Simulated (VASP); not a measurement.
# Ho (Im-3m) in VASP: reference runs

Reference runs on Ho: the cell as given and a disturbed copy.

All numbers are computed with VASP 6.6.1; they aren't measurements. Logs are shortened: lines on timing, memory, paths and dates and some standing lists are left out, and cuts for length are marked.

## Step 1: The crystal as given

Symmetry: Im-3m, No. 229, cubic system. The conventional cell has a = 3.981 Å, b = 3.981 Å, c = 3.981 Å, α = 90.00°, β = 90.00°, γ = 90.00°. Ho (site symmetry m-3m) is surrounded by 8 Ho at 3.45 Å.

This isn't the form of Ho at room conditions, which is hcp.

## Step 2: Single point, PBE, collinear spin, ferromagnetic start

Contents of INCAR:

```
SYSTEM = Ho
PREC = Accurate ; ENCUT = 520
EDIFF = 1E-7 ; ISMEAR = -1
SIGMA = 0.05 ; LREAL = .FALSE.
LASPH = .TRUE. ; NELM = 100
ALGO = Normal ; ISIF = 2
LWAVE = .FALSE. ; LCHARG = .FALSE.
ISPIN = 2 ; MAGMOM = 4
LORBIT = 11 ; LMAXMIX = 6
GGA = PE ; NBANDS = 20
```

Contents of KPOINTS:

```
regular mesh
0
G
  9 9 9
  0 0 0
```

Contents of POSCAR:

```
Ho
1.0
   -1.9905175072      1.9905175072      1.9905175072
    1.9905175072     -1.9905175072      1.9905175072
    1.9905175072      1.9905175072     -1.9905175072
Ho
1
Direct
    0.0000000000      0.0000000000      0.0000000000
```

Potentials or basis: VASP PAW PBE potentials, release 64 (Ho).

Launch:

```console
> cat potpaw_PBE.64/Ho/POTCAR > POTCAR
> mpirun -np 1 vasp_std > vasp.out
```

OUTCAR:

```text
SYSTEM = Ho
   PREC = Accurate
   ENCUT = 520
   EDIFF = 1E-7
   ISMEAR = -1
   LREAL = .FALSE.
   LASPH = .TRUE.
   NELM = 100
   ISIF = 2
   ISPIN = 2
   LORBIT = 11
   GGA = PE

 ion  position               nearest neighbor table
   1  0.000  0.000  0.000-

  LATTYP: Found a body centered cubic cell.
 ALAT       =     3.9810350144

  Lattice vectors:

 A1 = (  -1.9905175072,   1.9905175072,   1.9905175072)
 A2 = (   1.9905175072,  -1.9905175072,   1.9905175072)
 A3 = (   1.9905175072,   1.9905175072,  -1.9905175072)

Analysis of symmetry for initial positions (statically):
=====================================================================
 Subroutine PRICEL returns:
 Original cell was already a primitive cell.

 Routine SETGRP: Setting up the symmetry group for a
 body centered cubic supercell.

 Subroutine GETGRP returns: Found 48 space group operations
 (whereof 48 operations were pure point group operations)
 out of a pool of 48 trial point group operations.

The static configuration has the point symmetry O_h .

Analysis of symmetry for dynamics (positions and initial velocities):
=====================================================================
 Subroutine PRICEL returns:
 Original cell was already a primitive cell.

 Routine SETGRP: Setting up the symmetry group for a
 body centered cubic supercell.

 Subroutine GETGRP returns: Found 48 space group operations
 (whereof 48 operations were pure point group operations)
 out of a pool of 48 trial point group operations.

The dynamic configuration has the point symmetry O_h .

Analysis of structural, dynamic, and magnetic symmetry:
=====================================================================
 Subroutine PRICEL returns:
 Original cell was already a primitive cell.

 Routine SETGRP: Setting up the symmetry group for a
 body centered cubic supercell.

 Subroutine GETGRP returns: Found 48 space group operations
 (whereof 48 operations were pure point group operations)
 out of a pool of 48 trial point group operations.

The overall configuration has the point symmetry O_h .

[... 149 lines left out ...]
 fundamental gap:      0.0126619856
 Fermi energy:         2.7716905928

 spin component 1

 k-point     1 :       0.0000    0.0000    0.0000
  band No.  band energies     occupation
      1     -45.7514      1.00000
      2     -20.4055      1.00000
      3     -20.4055      1.00000
      4     -20.4055      1.00000
      5      -2.6523      1.00000
      6      -0.5741      1.00000
[... 541 lines left out ...]
     19      13.3449      0.00000
     20      14.5555      0.00000

 [... further k-points ...]

 spin component 2

 k-point     1 :       0.0000    0.0000    0.0000
  band No.  band energies     occupation
      1     -44.1634      1.00000
      2     -19.2468      1.00000
      3     -19.2467      1.00000
      4     -19.2467      1.00000
      5      -2.4076      1.00000
      6       1.7931      1.00000
[... 541 lines left out ...]
     19      13.8505      0.00000
     20      14.9508      0.00000

 [... further k-points ...]

------------------------ aborting loop because EDIFF is reached ----------------------------------------

 total charge

# of ion       s       p       d       f       tot
--------------------------------------------------
    1        2.123   5.709   0.417  10.298  18.547

 magnetization (x)

# of ion       s       p       d       f       tot
--------------------------------------------------
    1        0.004  -0.020   0.044   3.493   3.521

  FORCE on cell =-STRESS in cart. coord.  units (eV):
  Direction    XX          YY          ZZ          XY          YZ          ZX
  --------------------------------------------------------------------------------------
  -------------------------------------------------------------------------------------
  Total        0.4718223      0.4718223      0.4718223      0.0000000      0.0000000      0.0000000
  in kB       23.9624411     23.9624411     23.9624411      0.0000000      0.0000000      0.0000000
  external PRESSURE =      23.9624411 kB  Pullay stress =       0.0000000 kB

 VOLUME and BASIS-vectors are now :
 -----------------------------------------------------------------------------
  energy-cutoff  :      520.00
  volume of cell :       31.55
      direct lattice vectors                 reciprocal lattice vectors
    -1.990517507  1.990517507  1.990517507     0.000000000  0.251190958  0.251190958
     1.990517507 -1.990517507  1.990517507     0.251190958  0.000000000  0.251190958
     1.990517507  1.990517507 -1.990517507     0.251190958  0.251190958  0.000000000

  length of vectors
     3.447677456  3.447677456  3.447677456     0.355237660  0.355237660  0.355237660

 FORCES acting on ions
    electron-ion (+dipol)            ewald-force                    non-local-force                 convergence-correction
 -----------------------------------------------------------------------------------------------
   -.162E-13 -.117E-12 -.524E-13   -.507E-15 0.211E-14 0.278E-14   -.579E-23 0.496E-23 -.165E-23   -.166E-13 -.368E-12 -.824E-13
 -----------------------------------------------------------------------------------------------
   -.162E-13 -.117E-12 -.524E-13   -.507E-15 0.211E-14 0.278E-14   -.579E-23 0.496E-23 -.165E-23   -.166E-13 -.368E-12 -.824E-13

 POSITION                                       TOTAL-FORCE (eV/Angst)
 -----------------------------------------------------------------------------------
      0.00000      0.00000      0.00000        -0.000000     -0.000000     -0.000000
 -----------------------------------------------------------------------------------
    total drift:                               -0.000000     -0.000000     -0.000000

--------------------------------------------------------------------------------------------------------

  FREE ENERGIE OF THE ION-ELECTRON SYSTEM (eV)
  ---------------------------------------------------
  free  energy   TOTEN  =        -6.4223290510 eV

  energy  without entropy=       -6.3494870002  energy(sigma->0) =       -6.38590803

--------------------------------------------------------------------------------------------------------

--------------------------------------------------------------------------------------------------------

 total charge

# of ion       s       p       d       f       tot
--------------------------------------------------
    1        2.123   5.709   0.417  10.298  18.547

 magnetization (x)

# of ion       s       p       d       f       tot
--------------------------------------------------
    1        0.004  -0.020   0.044   3.493   3.521

=======================================================================
```

OSZICAR:

```text
N       E                     dE             d eps       ncg     rms          rms(c)
DAV:   1     0.103152836136E+03    0.10315E+03   -0.73791E+03  3692   0.559E+03
DAV:   2     0.737720709177E+01   -0.95776E+02   -0.88753E+02  3568   0.400E+02
[... 20 lines left out ...]
DAV:  23    -0.642232955573E+01   -0.12802E-04   -0.85926E-06  4488   0.784E-02    0.785E-02
DAV:  24    -0.642232911003E+01    0.44570E-06   -0.66947E-06  5036   0.419E-02    0.230E-02
DAV:  25    -0.642232944569E+01   -0.33565E-06   -0.25649E-07  3484   0.624E-03    0.263E-02
DAV:  26    -0.642232932607E+01    0.11961E-06   -0.22104E-06  3616   0.212E-02    0.198E-02
DAV:  27    -0.642232912639E+01    0.19968E-06   -0.46721E-08  2452   0.344E-03    0.117E-02
DAV:  28    -0.642232905103E+01    0.75364E-07   -0.55810E-08  1532   0.575E-03
   1 F= -.64223291E+01 E0= -.63859080E+01  d E =-.728421E-01  mag=     3.6435
```

It took 96 s on 1 thread of Intel Xeon Platinum 8488C (Sapphire Rapids), shared host; peak memory 0.2 GiB.

Results:

| Item | Value |
| --- | --- |
| Free energy | -6.4223 eV |
| Pressure | 2.4 GPa |
| Band gap on the k mesh | none (metal or under the smearing width) |
| Net moment | 3.64 μB per cell |
| Site moments | Ho +3.52 μB |
| Valence electrons inside the program's atomic spheres | Ho 18.55 |

Caveat: the magnetic or orbital state may not be the lowest; spin-orbit coupling is left out, which moves the levels of the heavy elements.

## Step 3: Single point, PBE, collinear spin, ferromagnetic start (cell strained at random at fixed volume)

Contents of INCAR:

```
  ALGO = Normal
  EDIFF = 1E-7
  ENCUT = 520
  GGA = PE
  ISIF = 2
  ISMEAR = -1
  ISPIN = 2
  LASPH = T
  LCHARG = F
  LMAXMIX = 6
  LORBIT = 11
  LREAL = F
  LWAVE = F
  MAGMOM = 4
  NBANDS = 20
  NELM = 150
  PREC = Accurate
  SIGMA = 0.05
```

Contents of KPOINTS:

```
k-points
0
Gamma
  9 9 9
```

Contents of POSCAR:

```
Ho
1.0
   -1.9971320000      1.9878960000      1.9845600000
    1.9824060000     -1.9854630000      1.9674000000
    2.0164130000      2.0047430000     -1.9821270000
Ho
1
Direct
    0.0092940000      0.0106440000      0.0050140000
```

Potentials or basis: VASP PAW PBE potentials, release 64 (Ho).

Launch:

```console
> cat potpaw_PBE.64/Ho/POTCAR > POTCAR
> mpirun -np 1 vasp_std > vasp.out
```

Wall time 21 min (1 thread of Intel Xeon Platinum 8559C (Emerald Rapids), shared host); peak memory 0.53 GiB.

It converged, with:

```yaml
Free_energy: -6.4924 eV
Pressure: 2.6 GPa
Band_gap_on_the_k_mesh: none (metal or under the smearing width)
Net_moment: 3.46 μB per cell
Site_moments: Ho +3.42 μB
Valence_electrons_inside_the_program's_atomic_spheres: Ho 18.57
```

Stress tensor (GPa, compression positive):
```
 2.49 -0.06  0.18
-0.06  2.51 -0.02
 0.18 -0.02  2.71
```

Levels at points of the mesh, in eV from the Fermi level:
Spin up:
```tsv
k point	band 9	band 10	band 11	band 12	band 13	band 14	band 15	band 16
(0.00, 0.00, 0.00)	-2.48	-2.36	-2.28	-2.16	2.06	2.19	2.26	4.25
```
Spin down:
```
           k point  band 5  band 6  band 7  band 8  band 9  band 10  band 11  band 12  band 13  band 14
(0.00, 0.00, 0.00)   -5.20   -0.93   -0.50   -0.45    0.03     0.69     0.70     1.08     2.45     2.55
```

Caveat: the magnetic or orbital state may not be the lowest; spin-orbit coupling is left out, which moves the levels of the heavy elements. The state reached can hang on the start; a lower one may exist.
